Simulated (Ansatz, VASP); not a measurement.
## One calculation of Na, two programs

```
Na
1.0
     3.68877    0.00000    0.00000
    -1.84439    3.19457    0.00000
     0.00000    0.00000    6.26919
Na
2
Direct
  0.33333 0.66667 0.25000
  0.66667 0.33333 0.75000
```

This isn't the form of Na at room conditions, which is bcc.

Alike in both runs: task single point; functional PBEsol; k mesh 6 × 6 × 4; occupations gaussian, width 0.1 eV; no spin polarisation.

|  | VASP | Ansatz |
| --- | --- | --- |
| version | VASP 6.6.1 | Ansatz 0.2.0 |
| potentials or method | VASP PAW PBE potentials, release 64 (Na_pv) | scalar-relativistic, plane waves, PAW |
| plane-wave cutoff (eV) | 520 | 420 |
| valence electrons in the cell | 14 | 18 |

|  | VASP | Ansatz | Ansatz less VASP |
| --- | --- | --- | --- |
| gap on the k mesh at the Fermi level (eV) | none | none | - |
| pressure (GPa) | -0.1 | -0.1 | -0.02 |
| largest component of the traceless stress (GPa) | 1.11 | 1.11 | -0.003 |

A gap of «none» marks a metal or a gap that the smearing closes. The two sets of potentials don't hold the same shells in valence.

Caveats: the PAW data sets were made with another functional, which shifts forces and pressure a little (VASP).
